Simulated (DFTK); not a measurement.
The system is Rh.

```
Rh
1.0
     0.00000    1.89785    1.89785
     1.89785    0.00000    1.89785
     1.89785    1.89785    0.00000
Rh
1
Direct
  0.00000 0.00000 0.00000
```

Base run:

| Property | Result |
| --- | --- |
| Program | DFTK 0.8.2 |
| Functional | PBE |
| Potentials or basis | dojo.nc.sr.pbe.v0_4_1.standard.upf (PBE) |
| Cutoff | 1197 eV |
| k mesh | 12 × 12 × 12 |
| Occupations | methfessel-paxton order 1, width 0.1 eV |
| Spin | no spin polarisation |

Its results: band gap on the k mesh none (metal or under the smearing width); pressure 7.5 GPa.

The run is repeated on the same cell with these changes: occupations from methfessel-paxton order 1, width 0.1 eV to fermi-dirac, width 0.1 eV. What comes out?

Band gap on the k mesh none (metal or under the smearing width); pressure 7.9 GPa.
